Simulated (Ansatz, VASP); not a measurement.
## Two plane-wave programs on MgO

```
Mg O
1.0
     3.56590    0.00000    0.00000
    -1.78295    3.08816    0.00000
     0.00000    0.00000    4.27334
Mg O
2 2
Cartesian
  1.7829 1.0294 3.2050
  0.0000 2.0588 1.0683
  1.7829 1.0294 1.0683
  0.0000 2.0588 3.2050
```

Measurements of this composition are mostly on another form, of space group No. 225.

Alike in both runs: task single point; functional r2SCAN; k mesh 6 × 6 × 6; no spin polarisation.

|  | VASP | Ansatz |
| --- | --- | --- |
| version | VASP 6.6.1 | Ansatz 0.2.0 |
| potentials or method | VASP PAW PBE potentials, release 64 (Mg, O) | plane waves, PAW |
| plane-wave cutoff (eV) | 520 | 530 |
| occupations | gaussian, width 0.01 eV | fixed |
| valence electrons in the cell | 16 | 32 |

Ansatz gave:

```
pressure (GPa)                                  : -8.0
largest component of the traceless stress (GPa) : 0.16
```

Question: What did VASP give for the same quantities?

Answer: Pressure (GPa): -8.9; largest component of the traceless stress (GPa): 0.31.

The two sets of potentials don't hold the same shells in valence.

Caveats: the PAW data sets were made with another functional, which shifts forces and pressure a little (VASP). r2SCAN opens gaps a little over a GGA but as a rule still falls short of measured ones.
